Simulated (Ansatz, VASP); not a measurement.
# SnSe: VASP beside Ansatz

Contents of INCAR:

```
ALGO = Normal ; EDIFF = 1E-6
ENCUT = 520 ; GGA = PE
ISIF = 2 ; ISMEAR = 0
IVDW = 12 ; LASPH = True
LCHARG = False ; LREAL = False
LWAVE = False ; NBANDS = 17
NELM = 60 ; PREC = Accurate
SIGMA = 0.02
```

KPOINTS

```
k-points
0
Gamma
  10 10 10
```

POSCAR

```
SnSe
1.0
    0.0000000000      2.8962727268      2.8962727268
    2.8962727268      0.0000000000      2.8962727268
    2.8962727268      2.8962727268      0.0000000000
Sn Se
1 1
Direct
    0.0000000000      0.0000000000      0.0000000000
    0.5000000000      0.5000000000      0.5000000000
```

Input for Ansatz:

```yaml
crystal:
  lattice:
    - [0.0, 2.8962727268, 2.8962727268]
    - [2.8962727268, 0.0, 2.8962727268]
    - [2.8962727268, 2.8962727268, 0.0]
  atoms:
    - { symbol: Sn, position: [0.0, 0.0, 0.0] }
    - { symbol: Se, position: [0.5, 0.5, 0.5] }
basis:
  ecutwfc: 420
kpoints:
  mp_grid: { grid: [10, 10, 10] }
hamiltonian:
  xc: pbe
  dispersion: d3bj
scf:
  occupations: { method: gaussian, width: 0.02 }
output:
  forces: true
  stress: true
  eigenvalues: true
```

Alike in both runs: task single point; functional PBE; dispersion D3(BJ); k mesh 10 × 10 × 10; occupations gaussian, width 0.02 eV; no spin polarisation.

|  | VASP | Ansatz |
| --- | --- | --- |
| version | VASP 6.6.1 | Ansatz 0.2.0 |
| potentials or method | VASP PAW PBE potentials, release 64 (Sn_d, Se) | scalar-relativistic, plane waves, PAW |
| plane-wave cutoff (eV) | 520 | 420 |
| valence electrons in the cell | 20 | 30 |

|  | VASP | Ansatz | Ansatz less VASP |
| --- | --- | --- | --- |
| gap on the k mesh at the Fermi level (eV) | 0.35 | 0.35 | +0.001 |
| least direct gap on the mesh (eV) | 0.56 | 0.56 | -0.001 |
| pressure (GPa) | 6.1 | 6.1 | 0.00 |

The two sets of potentials don't hold the same shells in valence.

Caveats: spin-orbit coupling is left out, which moves the levels of the heavy elements.
